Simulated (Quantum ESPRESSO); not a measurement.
The system is WS2 (Tungstenite).

```
W S
1.0
     3.18000    0.00000    0.00000
    -1.59000    2.75396    0.00000
     0.00000    0.00000   12.50000
W S
2 4
Direct
  0.66667 0.33333 0.75000
  0.33333 0.66667 0.25000
  0.66667 0.33333 0.37500
  0.33333 0.66667 0.87500
  0.66667 0.33333 0.12500
  0.33333 0.66667 0.62500
```

Base run:

```yaml
Program: Quantum ESPRESSO 7.5
Functional: PBE
Potentials_or_basis: GBRV 1.5 PBE
Cutoff: 612 eV
Density_cutoff: 4898 eV
k_mesh: 10 × 10 × 3
Occupations: fermi-dirac, width 0.05 eV
Spin: no spin polarisation
```

Its results: band gap on the k mesh 1.12 eV, indirect (least direct gap 2.08 eV); pressure 1.9 GPa; largest force 0.160 eV/Å.

Question: After a change of settings the same cell gave: band gap on the k mesh 1.04 eV, indirect (least direct gap 2.06 eV); pressure -5.9 GPa; largest force 0.310 eV/Å. Which change was it?
A. functional from PBE to LDA; potentials or basis from GBRV 1.5 PBE to GBRV 1.5 LDA
B. potentials or basis from GBRV 1.5 PBE to SSSP 1.3 efficiency PBE; cutoff from 612 eV to 748 eV; density cutoff from 4898 eV to 5987 eV
C. potentials or basis from GBRV 1.5 PBE to PseudoDojo 0.4 FR PBE standard; cutoff from 612 eV to 1007 eV; density cutoff from 4898 eV to 4027 eV; spin from no spin polarisation to spin-orbit coupling, no magnetisation
D. functional from PBE to PBEsol; potentials or basis from GBRV 1.5 PBE to GBRV 1.5 PBEsol; cutoff from 612 eV to 762 eV; density cutoff from 4898 eV to 6095 eV

Answer: A.

Caveats: spin-orbit coupling is left out, which moves the levels of the heavy elements; this functional lacks dispersion, which binds the layers, so the pressure and a relaxed spacing across them are unreliable (some runs).

Not every run made on this cell is shown here.
